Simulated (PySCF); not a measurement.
An input for PySCF 2.14.0 (SrO):

Contents of run.py:

```python
import json
import numpy as np
from pyscf.pbc import gto, scf, dft, df

cell = gto.Cell()
cell.fromfile('POSCAR', format='poscar')
cell.basis = {'O': 'DZVP-MOLOPT-SR-GTH-q6', 'Sr': 'DZVP-MOLOPT-SR-GTH-q10'}
cell.pseudo = {'O': 'GTH-BLYP-q6', 'Sr': 'GTH-BLYP-q10'}
cell.ke_cutoff = 200  # hartree
cell.exp_to_discard = 0.05
cell.precision = 1e-08
cell.max_memory = 2940  # MB
cell.verbose = 4
cell.build()

res = {}
from pyscf.dispersion import dftd4
d = dftd4.DFTD4Dispersion(cell, xc='mn15l', atm=True).get_dispersion(grad=True)
print('dispersion energy = %.10f' % d['energy'])
res['e_disp'] = float(d['energy'])

kpts = cell.make_kpts([2, 2, 2])
mf = dft.KRKS(cell, kpts, xc='MGGA_X_MN15_L,MGGA_C_MN15_L')
mf = mf.multigrid_numint()
mf = mf.smearing(sigma=0.00183747, method='fermi')  # hartree
mf.conv_tol = 1e-07
mf.max_cycle = 60

mf.kernel()
res.update(converged=bool(mf.converged), e_tot=mf.e_tot, nelec=cell.nelectron, nao=cell.nao, mesh=list(map(int, cell.mesh)), a=cell.lattice_vectors().tolist(), coords=cell.atom_coords().tolist(),
           mo_energy=[np.real(x).tolist() for x in mf.mo_energy], mo_occ=[np.real(x).tolist() for x in mf.mo_occ])
res.update(e_free=mf.e_free, e_zero=mf.e_zero)
res.update(kpts=cell.get_scaled_kpts(kpts).tolist())
res['parts'] = {k: float(np.real(v)) for k, v in mf.scf_summary.items() if np.isscalar(v)}
json.dump(res, open('results.json', 'w'))
if not mf.converged:
    raise SystemExit('SCF not converged')

print('levels (eV)')
for i, kp in enumerate(res['kpts'][:40]):
    print('k %7.4f %7.4f %7.4f  ' % tuple(kp), ' '.join('%.3f' % (x * 27.211386) for x in res['mo_energy'][i][:13]))

# Mulliken populations
dm, s = np.asarray(mf.make_rdm1()), np.asarray(mf.get_ovlp())
sites = cell.aoslice_by_atom()[:, 2:]
tot = np.einsum('kij,kji->i', dm, s).real / len(kpts)
res['mulliken'] = [cell.atom_charge(i) - tot[a0:a1].sum() for i, (a0, a1) in enumerate(sites)]
print('Mulliken charges', np.round(res['mulliken'], 5))
res['done'] = True
json.dump(res, open('results.json', 'w'))
```

POSCAR

```
SrO
1.0
    0.0000000000      2.4959547047      2.4959547047
    2.4959547047      0.0000000000      2.4959547047
    2.4959547047      2.4959547047      0.0000000000
Sr O
1 1
Direct
    0.5000000000      0.5000000000      0.5000000000
    0.0000000000      0.0000000000      0.0000000000
```

Potentials or basis: DZVP-MOLOPT-SR/GTH-BLYP (potentials made for BLYP).

Command:

```sh
$ OMP_NUM_THREADS=2 python -u run.py > log
```

Problem. What does the program do with it?

Solution. The run stopped without a result. It printed:

Output:

```text
Discarded 0 diffused primitive functions, 0 contracted functions
Traceback (most recent call last):
  File "run.py", line 18, in <module>
  File "pyscf/dftd4.py", line 113, in __init__
  File "pyscf/dftd4.py", line 42, in error_check
RuntimeError: Functional 'mn15l' not known
```
